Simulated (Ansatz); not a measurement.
Crystal: CuO.

```
CELL_PARAMETERS angstrom
-2.34185 1.71130 0.00000
0.85003 0.00000 -5.05787
-2.34185 -5.13390 0.00000
ATOMIC_POSITIONS crystal
Cu 0.24800 0.00060 0.24330
Cu 0.74800 0.00060 0.74330
Cu 0.99800 0.50060 0.49330
Cu 0.49800 0.50060 0.99330
O 0.70720 0.75060 0.28410
O 0.20720 0.75060 0.78410
O 0.78880 0.25060 0.20250
O 0.30482 0.24579 0.75612
```

Base run:

```yaml
Program: Ansatz 0.2.0
Functional: PBEsol
Potentials_or_basis: Ansatz PAW
Cutoff: "420 eV (not typed: the program's choice for these potentials)"
k_mesh: 9 × 5 × 5
Occupations: fermi-dirac, width 0.05 eV
Spin: no spin polarisation
```

Its results: band gap on the k mesh none (metal or under the smearing width); pressure 0.4 GPa; largest force 2.469 eV/Å.

Question: The run is repeated on the same cell with these changes: functional from PBEsol to PBE; k mesh from 9 × 5 × 5 to 3 × 2 × 2. What comes out?

Answer: Band gap on the k mesh none (metal or under the smearing width); pressure 8.8 GPa; largest force 2.619 eV/Å.

Several settings changed at once, so the effect can't be laid on one alone.

Caveats: some runs use coarse meshes; the run has no spin polarisation, though such a crystal can be magnetic; semilocal functionals often make such compounds metallic where correlation or magnetic order opens a gap, which also shifts bond lengths; forces of over 1 eV/Å show positions far from the minimum, so gaps and moduli don't describe the material at rest; the PAW data sets come from PBE, with cores solved anew for the run's functional, which leaves a small shift of forces and pressure (some runs).
